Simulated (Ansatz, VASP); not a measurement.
Two plane-wave programs on PbS

The input INCAR:

```
SYSTEM = PbS
PREC     = Accurate       ! precision mode
ENCUT    = 520            ! plane-wave cutoff, eV
EDIFF    = 1E-6           ! SCF threshold, eV
ISMEAR   = 0              ! smearing method
SIGMA    = 0.05           ! smearing width, eV
LREAL    = .False.        ! projectors in reciprocal space
LASPH    = .True.         ! aspherical terms in the spheres
NELM     = 60             ! most SCF steps
ALGO     = Normal         ! electronic algorithm
ISIF     = 2              ! what is computed and relaxed
LWAVE    = .False.        ! write WAVECAR
LCHARG   = .False.        ! write CHGCAR
GGA      = PE             ! functional
NBANDS   = 17             ! bands
```

KPOINTS

```
regular mesh
0
Gamma
  10 10 10
  0 0 0
```

POSCAR

```
PbS
1.0
    0.0000000000      3.0244299049      3.0244299049
    3.0244299049      0.0000000000      3.0244299049
    3.0244299049      3.0244299049      0.0000000000
Pb S
1 1
Direct
    0.5000000000      0.5000000000      0.5000000000
    0.0000000000      0.0000000000      0.0000000000
```

Input for Ansatz:

```yaml
crystal:
  lattice:
    - [0.0, 3.0244299049, 3.0244299049]
    - [3.0244299049, 0.0, 3.0244299049]
    - [3.0244299049, 3.0244299049, 0.0]
  atoms:
    - { symbol: Pb, position: [0.5, 0.5, 0.5] }
    - { symbol: S, position: [0.0, 0.0, 0.0] }
basis:
  ecutwfc: 420
  ecutrho_ratio: 4
kpoints:
  mp_grid: { grid: [10, 10, 10] }
hamiltonian:
  xc: pbe
scf:
  occupations: { method: gaussian, width: 0.05 }
output:
  forces: true
  stress: true
  eigenvalues: true
```

Alike in both runs: task single point; functional PBE; k mesh 10 × 10 × 10; occupations gaussian, width 0.05 eV; no spin polarisation.

|  | VASP | Ansatz |
| --- | --- | --- |
| version | VASP 6.6.1 | Ansatz 0.2.0 |
| potentials or method | VASP PAW PBE potentials, release 64 (Pb_d, S) | scalar-relativistic, plane waves, PAW |
| plane-wave cutoff (eV) | 520 | 420 |
| valence electrons in the cell | 20 | 20 |

VASP gave:

| Property | Result |
| --- | --- |
| gap on the k mesh at the Fermi level (eV) | 0.56 |
| least direct gap on the mesh (eV) | 0.56 |
| pressure (GPa) | -1.1 |

Question: Estimate Ansatz's values.

Answer: gap on the k mesh at the Fermi level (eV): 0.56; least direct gap on the mesh (eV): 0.56; pressure (GPa): -1.0.

Caveats: spin-orbit coupling is left out, which as a rule narrows the gap of such compounds by several tenths of an eV. A k mesh can miss the band edges.
